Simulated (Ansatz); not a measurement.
PbSe built on the h-MgO prototype, relaxed with r2SCAN. It is hexagonal, P6_3/mmc (No. 194); conventional cell a = 5.174 Å, c = 6.213 Å, 36.01 Å³ an atom. Around Pb lie 5 Se at 2.99–3.11 Å; around Se lie 5 Pb at 2.99–3.11 Å.

3 runs of the PAW code Ansatz on this cell differ in the functional (and in the settings that go with it). Levels are in eV from each run's valence top; v1 is the last filled band, c1 the first empty one.

Run A, mean stress -2.5 GPa (compression positive):

| point | v5 | v3 | v1 | c1 | c2 | c3 |
| --- | --- | --- | --- | --- | --- | --- |
| Γ | -2.89 | -1.67 | -1.66 | 1.67 | 1.67 | 3.15 |
| M | -3.54 | -2.12 | -0.64 | 2.55 | 3.11 | 3.97 |
| K | -3.14 | -2.46 | -0.49 | 2.36 | 2.36 | 4.03 |

Run B, mean stress +0.8 GPa (compression positive):

| point | v5 | v3 | v1 | c1 | c2 | c3 |
| --- | --- | --- | --- | --- | --- | --- |
| Γ | -2.90 | -1.70 | -1.69 | 1.75 | 1.75 | 3.20 |
| M | -3.54 | -2.09 | -0.64 | 2.65 | 3.22 | 4.04 |
| K | -3.14 | -2.47 | -0.50 | 2.46 | 2.46 | 4.20 |

Run C, mean stress 0.0 GPa (compression positive):

| point | v5 | v3 | v1 | c1 | c2 | c3 |
| --- | --- | --- | --- | --- | --- | --- |
| Γ | -3.03 | -1.83 | -1.81 | 1.96 | 1.96 | 3.46 |
| M | -3.68 | -2.23 | -0.67 | 2.93 | 3.43 | 4.35 |
| K | -3.27 | -2.61 | -0.53 | 2.76 | 2.76 | 4.32 |

Problem. Match the runs to LDA, PBE, r2SCAN.

Solution. A is LDA, B is PBE, C is r2SCAN. In order of the gap: LDA 1.04, PBE 1.16, r2SCAN 1.48 eV. The stress vanishes for r2SCAN, which relaxed the cell.

(Calculated; spin-unpolarised; the phase may be known or hypothetical.)

Spin-orbit coupling is left out; in compounds of Pb, Bi, Tl or Hg it can lower a gap by up to about 1 eV, split its edges or invert the bands.
